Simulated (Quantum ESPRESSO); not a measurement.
# ZrB2 (P6/mmm) in Quantum ESPRESSO: single point with PBEsol

Aim: the single point of ZrB2 with PBEsol.

Program: Quantum ESPRESSO 7.5. These are calculated values, not measurements. Logs are shortened: lines on timing, memory, paths and dates and some standing lists are left out, and cuts for length are marked.

### Step 1. The structure

The structure is hexagonal, space group P6/mmm (No. 191). The conventional cell has a = 3.170 Å, b = 3.170 Å, c = 3.533 Å, α = 90.00°, β = 90.00°, γ = 120.00°. Zr (site symmetry 6/mmm) is surrounded by 12 B at 2.54 Å. Around B (site symmetry -6m2) lie 3 B at 1.83 Å.

### Step 2. Single point, PBEsol

run.py reads:

```python
import numpy as np
from ase.calculators.espresso import Espresso, EspressoProfile
from ase.io import read

atoms = read('ZrB2.cif')

input_data = {
    'control': {'calculation': 'scf', 'prefix': 'pwscf', 'outdir': './tmp', 'tprnfor': True, 'tstress': True, 'disk_io': 'nowf'},
    'system': {'ecutwfc': 45.0, 'ecutrho': 360.0, 'nbnd': 15, 'occupations': 'smearing', 'smearing': 'fd', 'degauss': 0.00367493},
    'electrons': {'conv_thr': 6e-10, 'electron_maxstep': 120, 'mixing_beta': 0.5},
}
pseudopotentials = {'Zr': 'zr_pbesol_v1.uspp.F.UPF', 'B': 'b_pbesol_v1.4.uspp.F.UPF'}
profile = EspressoProfile(command='mpirun -n 2 pw.x -nk 2', pseudo_dir='pseudo')
dft = Espresso(profile=profile, input_data=input_data, pseudopotentials=pseudopotentials, kpts=(10, 10, 8), koffset=(0, 0, 0))
atoms.calc = dft

print(f'energy {atoms.get_potential_energy():.8f} eV')
print('forces (eV/A)')
print(np.round(atoms.get_forces(), 6))
print('stress (eV/A^3, Voigt)')
print(np.round(atoms.get_stress(), 8))
print(f'Fermi level {dft.get_fermi_level():.4f} eV')
```

ZrB2.cif reads:

```cif
data_ZrB2
_cell_length_a 3.17000000
_cell_length_b 3.17000000
_cell_length_c 3.53300000
_cell_angle_alpha 90.00000000
_cell_angle_beta 90.00000000
_cell_angle_gamma 120.00000000
_space_group_name_H-M_alt 'P1'
_space_group_name_Hall 'P 1'
_space_group_IT_number 1
loop_
_space_group_symop_operation_xyz
'x,y,z'
loop_
_atom_site_label
_atom_site_type_symbol
_atom_site_symmetry_multiplicity
_atom_site_Wyckoff_symbol
_atom_site_fract_x
_atom_site_fract_y
_atom_site_fract_z
_atom_site_occupancy
Zr1 Zr 1 a 0.0000000000 0.0000000000 0.0000000000 1
B1 B 1 a 0.6666666667 0.3333333333 0.5000000000 1
B2 B 1 a 0.3333333333 0.6666666667 0.5000000000 1
```

Potentials or basis: GBRV 1.5 PBEsol.

On the command line:

```sh
> OMP_NUM_THREADS=1 python run.py
```

Log:

```text
energy -1524.98137978 eV
forces (eV/A)
[[ 0. -0. -0.]
 [-0. -0.  0.]
 [ 0.  0. -0.]]
stress (eV/A^3, Voigt)
[ 0.02479668  0.02479668  0.02597743 -0.         -0.         -0.        ]
Fermi level 15.6963 eV
```

espresso.pwi:

```text
&CONTROL
   calculation      = 'scf'
   tstress          = .true.
   tprnfor          = .true.
   outdir           = './tmp'
   prefix           = 'pwscf'
   disk_io          = 'nowf'
   pseudo_dir       = 'pseudo'
/
&SYSTEM
   nbnd             = 15
   ecutwfc          = 45.0
   ecutrho          = 360.0
   occupations      = 'smearing'
   degauss          = 0.00367493
   smearing         = 'fd'
   ntyp             = 2
   nat              = 3
   ibrav            = 0
/
&ELECTRONS
   electron_maxstep = 120
   conv_thr         = 6e-10
   mixing_beta      = 0.5
/
&IONS
/
&CELL
/
&FCP
/
&RISM
/
ATOMIC_SPECIES
Zr 91.224 zr_pbesol_v1.uspp.F.UPF
B 10.81 b_pbesol_v1.4.uspp.F.UPF

K_POINTS automatic
10 10 8  0 0 0

CELL_PARAMETERS angstrom
3.17000000000000 0.00000000000000 0.00000000000000
-1.58500000000000 2.74530052999667 0.00000000000000
0.00000000000000 0.00000000000000 3.53300000000000

ATOMIC_POSITIONS angstrom
Zr 0.0000000000 0.0000000000 0.0000000000  
B 1.5850000002 0.9151001766 1.7665000000  
B -0.0000000002 1.8302003534 1.7665000000
```

espresso.pwo:

```text
This program is part of the open-source Quantum ESPRESSO suite
     for quantum simulation of materials; please cite
         "P. Giannozzi et al., J. Phys.:Condens. Matter 21 395502 (2009);
         "P. Giannozzi et al., J. Phys.:Condens. Matter 29 465901 (2017);
         "P. Giannozzi et al., J. Chem. Phys. 152 154105 (2020);
     in publications or presentations arising from this work. More details at

Warning: card &CELL ignored
Warning: card &FCP ignored
Warning: card &RISM ignored

     Message from routine setup:
     using ibrav=0 with symmetry is DISCOURAGED, use correct ibrav instead

     K-points division:     npool     =       2
     Subspace diagonalization in iterative solution of the eigenvalue problem:
     a serial algorithm will be used

     G-vector sticks info
     --------------------
     sticks:   dense  smooth     PW     G-vecs:    dense   smooth      PW
     Sum         889     439    139                23885     8483    1473

     Using Slab Decomposition

     bravais-lattice index     =            0
     lattice parameter (alat)  =       5.9904  a.u.
     unit-cell volume          =     207.4863 (a.u.)^3
     number of atoms/cell      =            3
     number of atomic types    =            2
     number of electrons       =        18.00
     number of Kohn-Sham states=           15
     kinetic-energy cutoff     =      45.0000  Ry
     charge density cutoff     =     360.0000  Ry
     scf convergence threshold =      6.0E-10
     mixing beta               =       0.5000
     number of iterations used =            8  plain     mixing
     Exchange-correlation= SLA  PW   PSX  PSC
                           (   1   4  10   8   0   0   0)

     celldm(1)=   5.990432  celldm(2)=   0.000000  celldm(3)=   0.000000
     celldm(4)=   0.000000  celldm(5)=   0.000000  celldm(6)=   0.000000

     crystal axes: (cart. coord. in units of alat)
               a(1) = (   1.000000   0.000000   0.000000 )
               a(2) = (  -0.500000   0.866025   0.000000 )
               a(3) = (   0.000000   0.000000   1.114511 )

     reciprocal axes: (cart. coord. in units 2 pi/alat)
               b(1) = (  1.000000  0.577350 -0.000000 )
               b(2) = (  0.000000  1.154701  0.000000 )
               b(3) = (  0.000000 -0.000000  0.897254 )

     PseudoPot. # 1 for Zr read from file:
     zr_pbesol_v1.uspp.F.UPF
     Pseudo is Ultrasoft + core correction, Zval = 12.0
     Generated by new atomic code, or converted to UPF format
     Using radial grid of  887 points,  6 beta functions with:
                l(1) =   0
                l(2) =   0
                l(3) =   1
                l(4) =   1
                l(5) =   2
                l(6) =   2
     Q(r) pseudized with  6 coefficients,  rinner =    1.200   1.200   1.200
                                                       1.200   1.200

     PseudoPot. # 2 for B  read from file:
     b_pbesol_v1.4.uspp.F.UPF
     Pseudo is Ultrasoft + core correction, Zval =  3.0
     Generated by new atomic code, or converted to UPF format
     Using radial grid of  781 points,  4 beta functions with:
                l(1) =   0
                l(2) =   0
                l(3) =   1
                l(4) =   1
     Q(r) pseudized with  8 coefficients,  rinner =    1.100   1.100   1.100

     atomic species   valence    mass     pseudopotential
     Zr               12.00    91.22400     Zr( 1.00)
     B                 3.00    10.81000     B ( 1.00)

     24 Sym. Ops., with inversion, found

   Cartesian axes

     site n.     atom                  positions (alat units)
         1        Zr     tau(   1) = (   0.0000000   0.0000000   0.0000000  )
         2        B      tau(   2) = (   0.5000000   0.2886751   0.5572555  )
         3        B      tau(   3) = (  -0.0000000   0.5773503   0.5572555  )

     number of k points=    70  Fermi-Dirac smearing, width (Ry)=  0.0037
                       cart. coord. in units 2pi/alat
        k(    1) = (   0.0000000   0.0000000   0.0000000), wk =   0.0025000
        k(    2) = (   0.0000000   0.0000000   0.1121568), wk =   0.0050000
        k(    3) = (   0.0000000   0.0000000   0.2243136), wk =   0.0050000
        k(    4) = (   0.0000000   0.0000000   0.3364704), wk =   0.0050000
        k(    5) = (   0.0000000   0.0000000  -0.4486272), wk =   0.0025000
        k(    6) = (   0.0000000   0.1154701   0.0000000), wk =   0.0150000
[... 62 lines left out ...]
        k(   69) = (   0.3000000   0.5196152   0.3364704), wk =   0.0300000
        k(   70) = (   0.3000000   0.5196152  -0.4486272), wk =   0.0150000

     Dense  grid:    23885 G-vectors     FFT dimensions: (  40,  40,  45)

     Smooth grid:     8483 G-vectors     FFT dimensions: (  25,  25,  30)

     Initial potential from superposition of free atoms

     starting charge      17.9975, renormalised to      18.0000

     negative rho (up, down):  5.944E-02 0.000E+00
     Starting wfcs are   21 randomized atomic wfcs

     Self-consistent Calculation

     iteration #  1     ecut=    45.00 Ry     beta= 0.50
     Davidson diagonalization with overlap
     ethr =  1.00E-02,  avg # of iterations =  2.2

     negative rho (up, down):  6.045E-02 0.000E+00

     total energy              =    -112.00215537 Ry
     estimated scf accuracy    <       0.25246754 Ry

     iteration #  2     ecut=    45.00 Ry     beta= 0.50
     Davidson diagonalization with overlap
     ethr =  1.40E-03,  avg # of iterations =  2.2

     negative rho (up, down):  6.105E-02 0.000E+00

     total energy              =    -112.07497353 Ry
     estimated scf accuracy    <       0.04204455 Ry
[... 46 lines left out ...]
     iteration #  8     ecut=    45.00 Ry     beta= 0.50
     Davidson diagonalization with overlap
     ethr =  1.94E-11,  avg # of iterations =  2.2

     negative rho (up, down):  6.169E-02 0.000E+00

     total energy              =    -112.08407388 Ry
     estimated scf accuracy    <          1.4E-09 Ry

     iteration #  9     ecut=    45.00 Ry     beta= 0.50
     Davidson diagonalization with overlap
     ethr =  7.58E-12,  avg # of iterations =  1.7

     negative rho (up, down):  6.169E-02 0.000E+00

     End of self-consistent calculation

          k = 0.0000 0.0000 0.0000 (  1083 PWs)   bands (ev):

   -32.7263 -10.9468 -10.3891 -10.3891   3.1014  13.1763  13.1763  13.1767
    13.4763  19.1875  19.1875  19.9906  19.9906  20.7121  20.9429

          k = 0.0000 0.0000 0.1122 (  1059 PWs)   bands (ev):

   -32.7234 -11.0030 -10.3853 -10.3853   3.3327  11.9785  13.3235  13.3235
    14.6035  18.2156  18.2156  19.5224  19.5224  20.7310  22.2629

          k = 0.0000 0.0000 0.2243 (  1064 PWs)   bands (ev):

   -32.7165 -11.1353 -10.3761 -10.3761   3.9548  10.6042  13.7523  13.7523
    15.8643  17.0820  17.0820  18.4306  18.4306  20.7800  23.3574

          k = 0.0000 0.0000 0.3365 (  1058 PWs)   bands (ev):

   -32.7096 -11.2633 -10.3668 -10.3668   4.7384   9.3877  14.3958  14.3958
    16.3560  16.3560  17.0490  17.2323  17.2323  20.8351  23.1513
[... 93 lines left out ...]
   -32.6107 -11.2222 -10.9423 -10.5663   5.9424   8.4362  11.9920  12.5570
    13.1879  17.4420  19.4351  20.9488  21.0360  22.4813  23.9053

          k = 0.0000 0.4619 0.3365 (  1059 PWs)   bands (ev):

   -32.6043 -11.2004 -11.0489 -10.5531   5.8476   8.8969  11.5365  11.9979
    13.4971  18.0808  20.0932  21.0149  21.5929  22.0105  24.3143

          k = 0.0000 0.4619-0.4486 (  1058 PWs)   bands (ev):

   -32.6016 -11.1909 -11.0927 -10.5476   5.7783   9.2704  11.3681  11.5353
    13.6640  19.3422  19.5169  20.3313  21.9004  22.5893  24.0623

          k = 0.0000-0.5774 0.0000 (  1050 PWs)   bands (ev):

   -32.6084 -11.3370 -10.7702 -10.6051   6.8483   7.3488  11.8999  12.7631
    13.0878  18.0527  18.0871  20.7366  20.8131  22.2895  23.5224

          k = 0.0000-0.5774 0.1122 (  1058 PWs)   bands (ev):

   -32.6058 -11.3277 -10.8151 -10.5995   7.0686   7.0749  12.2441  12.4526
    13.0719  17.5796  18.6512  20.7871  21.4487  22.2641  23.6029

          k = 0.0000-0.5774 0.2243 (  1056 PWs)   bands (ev):

   -32.5994 -11.3050 -10.9218 -10.5860   6.5285   7.6622  11.8507  12.7873
    12.9593  17.3301  19.9776  20.9146  22.1033  22.1915  23.7427

          k = 0.0000-0.5774 0.3365 (  1052 PWs)   bands (ev):

   -32.5930 -11.2822 -11.0260 -10.5723   6.0806   8.4186  11.3698  12.0968
    13.5745  18.1277  21.0515  21.4144  21.4814  22.1054  23.7976

          k = 0.0000-0.5774-0.4486 (  1072 PWs)   bands (ev):

   -32.5904 -11.2726 -11.0684 -10.5666   5.9142   8.8430  11.1935  11.6541
    13.8096  19.5277  19.8903  21.1113  22.0663  22.2965  23.8470

          k = 0.1000 0.1732 0.0000 (  1071 PWs)   bands (ev):

   -32.6950 -10.9001 -10.6513 -10.4556   3.6860  11.7970  12.9256  12.9596
    13.7597  18.2087  18.5932  19.0331  20.1330  22.2992  22.4599

          k = 0.1000 0.1732 0.1122 (  1063 PWs)   bands (ev):

   -32.6922 -10.9538 -10.6452 -10.4512   3.8834  11.8721  12.0927  12.9815
    14.5064  16.9773  18.6361  19.5811  20.4980  21.9573  22.3420

          k = 0.1000 0.1732 0.2243 (  1054 PWs)   bands (ev):

   -32.6854 -11.0796 -10.6315 -10.4406   4.3973  10.9720  12.0657  12.9928
    15.5549  15.8785  18.1164  19.2124  20.2427  22.6694  22.9937
[... 173 lines left out ...]
   -32.5868 -11.1045 -10.9272 -10.8988   7.0743   7.9889   9.8996  13.0340
    13.3005  18.6313  19.3239  20.0048  22.8098  23.2065  24.8745

          k = 0.3000 0.5196 0.3365 (  1059 PWs)   bands (ev):

   -32.5805 -11.0839 -11.0004 -10.9088   6.7709   7.7120  10.5766  13.0948
    13.0958  19.5581  20.7789  20.9968  22.4497  22.7054  23.3763

          k = 0.3000 0.5196-0.4486 (  1064 PWs)   bands (ev):

   -32.5779 -11.0752 -11.0419 -10.9012   6.6463   7.6008  10.9133  13.0386
    13.0963  19.8040  21.5423  21.9006  22.0598  22.7548  22.8911

     the Fermi energy is    15.6963 ev

!    total energy              =    -112.08407388 Ry
     estimated scf accuracy    <          5.9E-12 Ry
     smearing contrib. (-TS)   =      -0.00020637 Ry
     internal energy E=F+TS    =    -112.08386751 Ry

     The total energy is F=E-TS. E is the sum of the following terms:
     one-electron contribution =      -4.02449058 Ry
     hartree contribution      =      12.29417192 Ry
     xc contribution           =     -23.76276088 Ry
     ewald contribution        =     -96.59078797 Ry

     convergence has been achieved in   9 iterations

     negative rho (up, down):  6.169E-02 0.000E+00

     Forces acting on atoms (cartesian axes, Ry/au):

     atom    1 type  1   force =     0.00000000   -0.00000000   -0.00000000
     atom    2 type  2   force =    -0.00000000   -0.00000000    0.00000000
     atom    3 type  2   force =     0.00000000    0.00000000   -0.00000000

     Total force =     0.000000     Total SCF correction =     0.000000

     Computing stress (Cartesian axis) and pressure

     negative rho (up, down):  6.169E-02 0.000E+00
          total   stress  (Ry/bohr**3)                   (kbar)     P=      -40.36
  -0.00027007   0.00000000   0.00000000          -39.73        0.00        0.00
   0.00000000  -0.00027007   0.00000000            0.00      -39.73        0.00
   0.00000000   0.00000000  -0.00028293            0.00        0.00      -41.62

=------------------------------------------------------------------------------=
   JOB DONE.
=------------------------------------------------------------------------------=
```

Run time: 8.2 s. Hardware: 2 MPI ranks of Arm Neoverse V2, shared host; peak memory 0.18 GiB.

What came out:

```
Free energy            : -1524.9815 eV
Pressure               : -4.0 GPa
Band gap on the k mesh : none (metal or under the smearing width)
```

Levels at points of the mesh, in eV from the Fermi level:
```csv
k point,band 7,band 8,band 9,band 10,band 11,band 12
"(0.00, 0.00, 0.00)",-2.52,-2.52,-2.22,3.49,3.49,4.29
"(0.00, 0.00, -0.50)",-0.83,-0.83,0.41,0.41,0.86,0.86
"(0.00, -0.50, 0.00)",-3.80,-2.93,-2.61,2.36,2.39,5.04
"(0.00, -0.50, -0.50)",-4.50,-4.04,-1.89,3.83,4.19,5.41
```

### Step 3. The reference run

An earlier run on the cell as given: functional PBEsol; potentials or basis GBRV 1.5 PBEsol; cutoff 612 eV; density cutoff 4898 eV; k mesh 10 × 10 × 8; occupations fermi-dirac, width 0.05 eV; no spin polarisation.

* Pressure: -4.0 GPa
* Band gap on the k mesh: none (metal or under the smearing width)
